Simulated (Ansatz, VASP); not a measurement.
# Si2W in VASP and in Ansatz

```
Si W
1.0
     3.20250    0.00000    0.00000
     0.00000    3.20250    0.00000
     0.00000    0.00000   23.49489
Si W
4 2
Cartesian
  0.0000 0.0000 8.5000
  0.0000 0.0000 11.0870
  1.6012 1.6012 12.3506
  1.6012 1.6012 14.8932
  1.6012 1.6012 9.7935
  0.0000 0.0000 13.6362
```

Alike in both runs: functional PBEsol; k mesh 9 × 9 × 1; occupations gaussian, width 0.1 eV; no spin polarisation.

Ansatz relaxed the structure, and its values are those at the end. VASP's run is a single point on that final structure, the one shown.

```csv
,VASP,Ansatz
version,VASP 6.6.1,Ansatz 0.2.0
potentials or method,"VASP PAW PBE potentials, release 64 (Si, W_sv)","scalar-relativistic, plane waves, PAW"
plane-wave cutoff (eV),520,420
valence electrons in the cell,44,44
```

```csv
,VASP,Ansatz,Ansatz less VASP
gap on the k mesh at the Fermi level (eV),none,none,-
rms of the force components (eV/Å),0.072,0.076,+0.0040
```

A gap of «none» marks a metal or a gap that the smearing closes. With one functional, cell and mesh, what is left measures potentials, basis and numerics. Ansatz warned: «xc_potential_rough_in_thin_density».

Caveats: the PAW data sets were made with another functional, which shifts forces and pressure a little (VASP). The runs have no spin-orbit coupling, so splittings on W are missing.
